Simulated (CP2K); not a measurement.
HfN under changes of volume

One of the cells (14.793 Å³/atom); the others are scaled copies at fixed shape and fractional positions:

```xyz
2
Lattice="3.4716 0.0000 0.0000 1.7358 3.0065 0.0000 1.7358 1.0022 2.8346" Properties=species:S:1:pos:R:3 pbc="T T T"
Hf    0.0000    0.0000    0.0000
N     1.7358    1.0022    0.7086
```

The cell comes from a database or a generator and needn't be the stable form of this composition.

```yaml
Program: CP2K 2026.2
Functional: LDA
Potentials_or_basis: GTH_POTENTIALS Hf GTH-PADE-q12, N GTH-PADE-q5; TZVP-MOLOPT-PBE-GTH basis
Density_cutoff: 6123 eV
k_mesh: 9 × 9 × 9
Occupations: fermi-dirac, width 0.0259 eV
Spin: no spin polarisation
```

| volume (Å³/atom) | energy over the lowest point (meV/atom) | pressure (GPa) |
| --- | --- | --- |
| 13.906 | 0.00 | -39.5 |
| 14.201 | 73.00 | -39.5 |
| 14.497 | 145.96 | -39.4 |
| 14.793 | ? | ? |
| 15.089 | 291.00 | -39.0 |
| 15.385 | 362.99 | -39.0 |
| 15.681 | 434.73 | -38.9 |

Task: What does the run at 14.793 Å³/atom give?

Result: Energy over the lowest point 218.63 meV/atom; pressure -39.2 GPa.

Worked out: A Birch-Murnaghan fit of order 3 (a polynomial in V^(-2/3)) to the other rows has no minimum within the range. It gives 218.62 meV/atom at 14.793 Å³/atom, against the run's 218.63, and -dE/dV = -39.2 GPa, against -39.2.

Energies are extrapolated to zero smearing.

Caveats: the basis of atomic orbitals isn't converged, which shifts pressures, moduli and gaps.
